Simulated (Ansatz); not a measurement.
**Structure relaxation of SiNi2**

Theory: DFT PBE, scalar-relativistic, plane waves, PAW (Ansatz). Cutoff 420 eV, Γ-centred k mesh, Gaussian smearing, no spin polarisation in the final step.

A relaxed cell is given with its space group left out.

```yaml
crystal:
  lattice:
    - [3.96691, 0.00000, 0.00000]
    - [-1.98345, 3.43544, 0.00000]
    - [0.00000, 0.00000, 2.48250]
  atoms:
    - { symbol: Si, position: [0.00000, 0.00000, 0.00000] }
    - { symbol: Ni, position: [0.33333, 0.66667, 0.50000] }
    - { symbol: Ni, position: [0.66667, 0.33333, 0.50000] }
```

Energies over the elements count from the elements' standard structures at the same level, with no empirical corrections.

(1) What space group does it have?

(2) What is its formation energy per atom?

(3) Is it a metal?

Answers

(1) P6/mmm (No. 191). Conventional cell: a = 3.967 Å, c = 2.482 Å. Si is coordinated by 2 Si at 2.48 Å and 12 Ni at 2.61 Å; Ni is coordinated by 3 Ni at 2.29 Å, 2 Ni at 2.48 Å and 6 Si at 2.61 Å.

(2) -0.08 eV/atom.

(3) Yes, bands cross the Fermi level on the 12×12×18 mesh.

The final run used a 12×12×18 mesh on its 3-atom cell and 0.10 eV smearing. The k mesh leaves about 4 meV/atom of noise in metals. The cell came from a trial start, so SiNi2 may not exist in this structure.

Cost: 3 runs of about 2 core-minutes in all, on Arm Neoverse N1 (shared hosts).